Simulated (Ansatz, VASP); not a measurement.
## Ca: VASP beside Ansatz

```
Ca
1.0
    -2.16072    2.16072    2.16072
     2.16072   -2.16072    2.16072
     2.16072    2.16072   -2.16072
Ca
1
Direct
  0.00000 0.00000 0.00000
```

Alike in both runs: functional PBEsol; k mesh 14 × 14 × 14; occupations gaussian, width 0.1 eV; no spin polarisation.

Ansatz relaxed the structure, and its values are those at the end. VASP's run is a single point on that final structure, the one shown.

|  | VASP | Ansatz |
| --- | --- | --- |
| version | VASP 6.6.1 | Ansatz 0.2.0 |
| potentials or method | VASP PAW PBE potentials, release 64 (Ca_sv) | scalar-relativistic, plane waves, PAW |
| plane-wave cutoff (eV) | 520 | 420 |
| valence electrons in the cell | 10 | 10 |

```csv
,VASP,Ansatz,Ansatz less VASP
gap on the k mesh at the Fermi level (eV),none,none,-
pressure (GPa),0.0,0.0,-0.01
```

A gap of «none» marks a metal or a gap that the smearing closes. The functional is the same, so the differences come from potentials, cutoffs and numerics.

Caveats: the PAW data sets were made with another functional, which shifts forces and pressure a little (VASP).
